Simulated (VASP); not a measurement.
Here is a VASP 6.6.1 calculation.

File INCAR:

```
ALGO     = Normal         # electronic algorithm
EDIFF    = 1E-6           # SCF threshold, eV
EDIFFG   = -0.01          # ionic threshold
ENCUT    = 600            # plane-wave cutoff, eV
IBRION   = 2              # ionic algorithm
ISIF     = 3              # what is computed and relaxed
ISMEAR   = 1              # smearing method
LASPH    = T              # aspherical terms in the spheres
LCHARG   = F              # write CHGCAR
LREAL    = F              # projectors in reciprocal space
LWAVE    = F              # write WAVECAR
NELM     = 80             # most SCF steps
NSW      = 90             # ionic steps
PREC     = Accurate       # precision mode
SIGMA    = 0.1            # smearing width, eV
```

Contents of KPOINTS:

```
k-points
0
Gamma
  14 14 14
```

POSCAR

```
Bi
1.0
   -1.9814305300      1.9814305300      1.9814305300
    1.9814305300     -1.9814305300      1.9814305300
    1.9814305300      1.9814305300     -1.9814305300
Bi
1
Direct
    0.0000000000      0.0000000000      0.0000000000
```

Potentials or basis: VASP PAW LDA potentials, release 64 (Bi_d).

The run is started by

```bash
$ cat potpaw_LDA.64/Bi_d/POTCAR > POTCAR
$ mpirun -np 1 vasp_std > vasp.out
```

(1) What does it give for the space group after relaxing (to 0.05 Å)?

(2) What does it give for the band gap on the k mesh?

(3) Predict the relaxed cell.

(4) Predict the relaxed volume.

Answers

(1) Im-3m (No. 229).

(2) none (metal or under the smearing width).

(3) a = 3.364 Å, b = 3.364 Å, c = 3.364 Å, α = 109.47°, β = 109.47°, γ = 109.47°.

(4) 29.30 Å³/atom.

Caveat: spin-orbit coupling is left out, which moves the levels of the heavy elements.
